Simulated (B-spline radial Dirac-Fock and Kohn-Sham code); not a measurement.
## L-shell Coster-Kronig yields, Kr to Sn

Method: a relativistic independent-particle model: LDA orbitals of the hole state, radiative multipoles to third order, Auger rates from the Coulomb interaction with a continuum orbital, Dirac-Fock energies. Computed with a B-spline atomic structure program. Free atoms; xraylib values, which scatter from element to element, in brackets. The last columns say whether the channel that ejects a 3d electron is energetically open in this model; such thresholds shift in solids.

```csv
Z,element,f12,f13,f23,"L1-L3M4,5","L2-L3M4,5"
36,Kr,0.191 (0.270),0.710 (0.520),0.094 (0.088),open,closed
37,Rb,0.224 (0.270),0.646 (0.520),0.102 (0.100),open,closed
38,Sr,0.208 (0.270),0.654 (0.520),0.105 (0.109),open,closed
40,Zr,0.134 (0.260),0.707 (0.520),0.116 (0.126),open,closed
41,Nb,0.057 (0.100),0.769 (0.610),0.125 (0.132),open,closed
42,Mo,0.059 (0.100),0.763 (0.610),0.131 (0.137),open,closed
43,Tc,0.062 (0.100),0.757 (0.610),0.135 (0.141),open,closed
44,Ru,0.063 (0.100),0.754 (0.610),0.142 (0.144),open,closed
45,Rh,0.065 (0.100),0.749 (0.600),0.147 (0.148),open,closed
46,Pd,0.067 (0.100),0.744 (0.600),0.154 (0.150),open,closed
47,Ag,0.074 (0.100),0.720 (0.590),0.157 (0.151),open,closed
48,Cd,0.092 (0.100),0.660 (0.590),0.161 (0.153),open,closed
49,In,0.125 (0.100),0.543 (0.590),0.164 (0.155),open,closed
50,Sn,0.188 (0.070),0.321 (0.405),0.167 (0.118),closed,closed
```
